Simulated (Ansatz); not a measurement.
# Li under changes of volume

One of the cells (21.609 Å³/atom); the others are scaled copies at fixed shape and fractional positions:

```
Li
1.0
    -1.75465    1.75465    1.75465
     1.75465   -1.75465    1.75465
     1.75465    1.75465   -1.75465
Li
1
Direct
  0.00000 0.00000 0.00000
```

| Item | Value |
| --- | --- |
| Program | Ansatz 0.2.0 |
| Functional | PBEsol |
| Potentials or basis | all-electron LAPW, scalar-relativistic |
| Cutoff | 78 eV (chosen from the basis error) |
| Basis error allowed | 0.0005 eV/atom |
| k mesh | 11 × 11 × 11 |
| Occupations | fermi-dirac, width 0.05 eV |
| Spin | no spin polarisation |

```tsv
volume (Å³/atom)	energy over the lowest point (meV/atom)	pressure (GPa)
20.312	0.00	-0.1
20.744	0.55	-0.3
21.177	1.80	-0.6
21.609	3.71	-0.8
22.041	6.20	-1.0
22.473	9.22	-1.2
22.905	?	?
```

**Question.** What does the run at 22.905 Å³/atom give?

**Answer.** Energy over the lowest point 12.74 meV/atom; pressure -1.4 GPa.

Worked out: A Birch-Murnaghan fit of order 3 (a polynomial in V^(-2/3)) to the other rows has its minimum at 20.22 Å³/atom, just outside them, with B0 = V·E''(V) = 13.9 GPa and B' = 3.6. It gives 12.73 meV/atom at 22.905 Å³/atom, against the run's 12.74, and -dE/dV = -1.4 GPa, against -1.4.

Energies are extrapolated to zero smearing.
